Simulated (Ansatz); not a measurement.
Method: DFT PBE, scalar-relativistic, plane waves, PAW (Ansatz 0.2.0). Settings: cutoff 420 eV, Γ-centred meshes spaced at most about 0.3 Å⁻¹, and about 0.25 Å⁻¹ or finer for metals (2π included), Gaussian smearing. No spin polarisation.

Each guess is relaxed in cell and atoms at zero pressure, on a coarse mesh first where it starts far from rest and then on a converged one. The steps can't lower the symmetry of the start, but it can rise. Energies are static (0 K, no zero-point motion).

Two unrelaxed guesses for Sn4Te:

A.

Space group R3m:H (No. 160). a = 6.758 Å, b = 6.758 Å, c = 11.269 Å, α = 90.00°, β = 90.00°, γ = 120.00°
```csv
atom,site,symmetry,x,y,z
Sn,3a,3m,0.3333,0.6667,0.2781
Sn,9b,.m,0.5329,0.4671,0.0825
Te,3a,3m,0.3333,0.6667,0.6004
```

B.

Space group Pm-3m (No. 221). a = 5.078 Å, b = 5.078 Å, c = 5.078 Å, α = 90.00°, β = 90.00°, γ = 90.00°
```tsv
atom	site	symmetry	x	y	z
Sn	3c	4/mm.m	0.0000	0.5000	0.5000
Sn	1a	m-3m	0.0000	0.0000	0.0000
Te	1b	m-3m	0.5000	0.5000	0.5000
```

**Question.** Which guess leads to the lower structure, and by how much?

**Answer.** A ends lower, by 0.38 eV/atom. A: R3m at 29.7 Å³/atom → R3m at 42.2 Å³/atom; B: Pm-3m at 26.2 Å³/atom → Pm-3m at 39.9 Å³/atom. Counting Sn atoms around Te (those within 1.25 times the shortest such distance or 1.15 times the sum of covalent radii), the end of A has Te 3 and the end of B has Te 6. End of A. Conventional cell: a = 7.596 Å, c = 12.681 Å. Sn on a site of symmetry 3m has 6 Sn at 3.03–3.15 Å; Sn on a site of symmetry m has 1 Te at 2.95 Å and 4 Sn at 3.03–3.24 Å; around Te lie 3 Sn at 2.95 Å. End of B. Conventional cell: a = 5.844 Å. Sn on a site of symmetry 4/mmm has 2 Te at 2.92 Å and 12 Sn at 4.13 Å; Sn on a site of symmetry m-3m has 12 Sn at 4.13 Å (long contacts); Te is surrounded by 6 Sn at 2.92 Å.

Ends held by symmetry can be saddle points. Neither end is the lowest form computed: that has space group P4/mmm (No. 123) and lies 9 meV/atom below the better end. Even the lowest of the cells shown lies +0.23 eV/atom against the elements. These runs have no spin–orbit coupling, which can matter for Te. Some structure types and database cells were kept out of the candidates from the start, so a known form may be missing.
